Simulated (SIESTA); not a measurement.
Runs of SIESTA 5.4.2 on BaTiO3. It takes space group Pm-3m (No. 221, cubic). Conventional cell: a = 4.006 Å, b = 4.006 Å, c = 4.006 Å, α = 90.00°, β = 90.00°, γ = 90.00°. Around Ba (site symmetry m-3m) lie 12 O at 2.83 Å. Ti (site symmetry m-3m) has 6 O at 2.00 Å as nearest neighbours. O (site symmetry 4/mmm) is surrounded by 2 Ti at 2.00 Å. 

| task | level | potentials or basis | k mesh | gap on the mesh (eV) | pressure (GPa) |
| --- | --- | --- | --- | --- | --- |
| band structure | LDA | PseudoDojo 0.4 standard (LDA files), DZP (energy shift 0.003 Ry; two zetas on semicore shells; d shell added on Ba) | 7 × 7 × 7 | (b) | -7.1 |
| band structure | AM05 | PseudoDojo 0.4 standard (PBEsol files), DZP (energy shift 0.003 Ry; two zetas on semicore shells; d shell added on Ba) | 7 × 7 × 7 | 1.71 | -1.7 |
| band structure | BLYP | PseudoDojo 0.4 standard (PBE files), DZP (energy shift 0.003 Ry; two zetas on semicore shells; d shell added on Ba) | 7 × 7 × 7 | (a) | 9.9 |
| band structure | vdW-DF-cx | PseudoDojo 0.4 standard (PBE files), DZP (energy shift 0.003 Ry; two zetas on semicore shells; d shell added on Ba) | 7 × 7 × 7 | (c) | -1.1 |

Alike in all rows: no spin polarisation; cell as given; smearing fermi-dirac 0.05 eV; grid cutoff 800 Ry; energy shift 0.003 Ry.

Problem. Fill in the values left out.

Solution. (a) 1.79; (b) 1.68; (c) 1.75.

Caveats: this set's barium file shifts pressures by up to 1 GPa against other sets; spin-orbit coupling is left out, which moves the levels of the heavy elements; the basis of atomic orbitals isn't converged, which shifts pressures, moduli and gaps; the potentials were made for another functional, which shifts forces and pressure (some runs).

A k mesh can miss the band edges, and the runs leave out spin-orbit coupling on Ba.

Runs at the PBE level aren't shown here.
